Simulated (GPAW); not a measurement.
A run of GPAW 26.7.0:

run.py

```python
from ase.calculators.mixing import SumCalculator
from ase.filters import FrechetCellFilter
from ase.io import read, write
from ase.optimize import BFGS
from dftd3.ase import DFTD3
from gpaw import GPAW, PW, setup_paths

setup_paths.insert(0, '.')

atoms = read('POSCAR')

calc = GPAW(mode=PW(600),
            xc='PBEsol',
            kpts={'size': (8, 8, 4), 'gamma': True},
            occupations={'name': 'fermi-dirac', 'width': 0.05},
            nbands=21,
            convergence={'density': 1e-05, 'energy': 1e-05},
            maxiter=150,
            txt='gpaw.txt')
atoms.calc = SumCalculator([calc, DFTD3(method='pbesol', damping='d3zero')])
opt = BFGS(FrechetCellFilter(atoms), trajectory='relax.traj', logfile='-')
done = opt.run(fmax=0.05, steps=40)
calc.write('gs.gpw')
write('result.traj', atoms)
print('Converged:', done)
print('Cell:', atoms.cell.cellpar().round(4))
print('Volume:', round(atoms.get_volume(), 4))
print(atoms.get_scaled_positions().round(5))
```

File POSCAR:

```
Zn
1.0
    2.6700000000      0.0000000000      0.0000000000
   -1.3350000000      2.3122878281      0.0000000000
    0.0000000000      0.0000000000      4.9660000000
Zn
2
Direct
    0.6666666667      0.3333333333      0.7500000000
    0.3333333333      0.6666666667      0.2500000000
```

Potentials or basis: PAW data sets generated in the run's folder for this functional, pw.

Launch:

```console
$ gpaw-setup -f PBEsol Zn
$ OMP_NUM_THREADS=1 python run.py
```

Hardware: 1 thread of Arm Neoverse V2 (shared host).

**Question.** How long does it take, and how much memory?

**Answer.** Run time: 91 s on 1 thread of Arm Neoverse V2, on a shared host, peak memory 0.22 GiB. Counts: scf iterations 86, plane waves 1051, bands 21, k points 35, ion steps 10.
